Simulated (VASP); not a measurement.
The system is Au.

```
Au
1.0
     2.74841    0.00000    0.00000
     0.00000    2.74841    0.00000
     0.00000    0.00000    2.74841
Au
1
Cartesian
  1.3742 1.3742 1.3742
```

The cell was built by a generator and needn't be a form met in nature.

Base run:

* Program: VASP 6.6.1
* Functional: r2SCAN
* Potentials or basis: VASP PAW PBE potentials, release 64 (Au)
* Cutoff: 520 eV
* k mesh: 10 × 10 × 10
* Occupations: fermi-dirac, width 0.05 eV
* Spin: no spin polarisation

Its results: pressure -3.0 GPa.

Task: After a change of settings the same cell gave: pressure -6.7 GPa. Which change was it?
A. functional from r2SCAN to TPSS
B. functional from r2SCAN to BLYP; further incar settings from ALGO = Normal; EDIFF = 1e-06 to ALGO = Fast; EDIFF = 1e-06
C. functional from r2SCAN to RPBE; further incar settings from ALGO = Normal; EDIFF = 1e-06 to ALGO = Fast; EDIFF = 1e-06
D. functional from r2SCAN to SCAN

Result: D.

Caveats: the PAW data sets were made with another functional, which shifts forces and pressure a little.

Not every run made on this cell is shown here.
